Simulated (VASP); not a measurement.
Write the native input for VASP 6.6.1 that does the following.

```yaml
Task: optical spectrum
Functional: PBE
Potentials_or_basis: VASP PAW PBE potentials, release 64 (Pt, Se)
Cutoff: 520 eV
k_mesh: 8 × 8 × 8
Occupations: gaussian, width 0.02 eV
Spin: no spin polarisation
Further_INCAR_settings: ALGO = Normal; EDIFF = 1e-06; NBANDS = 32
```

The structure of PtSe lies in POSCAR:

```
PtSe
1.0
    0.0000000000      3.0374472300      3.0374472300
    3.0374472300      0.0000000000      3.0374472300
    3.0374472300      3.0374472300      0.0000000000
Pt Se
1 1
Direct
    0.0000000000      0.0000000000      0.0000000000
    0.2500000000      0.2500000000      0.2500000000
```

The cell comes from a database or a generator and needn't be the stable form of this composition.

One way to write it, as run:

INCAR

```
SYSTEM = PtSe
PREC = Accurate ; ENCUT = 520
EDIFF = 1E-6 ; ISMEAR = 0
SIGMA = 0.02 ; LREAL = .FALSE.
LASPH = .TRUE. ; NELM = 60
ALGO = Normal ; ISIF = 2
LWAVE = .FALSE. ; LCHARG = .FALSE.
GGA = PE ; LOPTICS = .TRUE.
NBANDS = 32 ; NEDOS = 2000
CSHIFT = 0.05
```

KPOINTS

```
regular mesh
0
G
  8 8 8
  0 0 0
```

Potentials or basis: VASP PAW PBE potentials, release 64 (Pt, Se).

Command:

```bash
$ cat potpaw_PBE.64/Pt/POTCAR potpaw_PBE.64/Se/POTCAR > POTCAR
$ mpirun -np 1 vasp_std > vasp.out
```

Results of the run:

| Item | Value |
| --- | --- |
| Pressure | -11.2 GPa |
| Band gap on the k mesh | none (metal or under the smearing width) |

Caveat: spectra need much finer meshes, so this one isn't converged; independent-particle spectra lack excitons; the intraband (Drude) part of a metal's response may be missing.

It took 35 s on 1 thread of Intel(R) Xeon(R) Platinum 8488C (Sapphire Rapids) (shared host), peak memory 0.23 GiB.
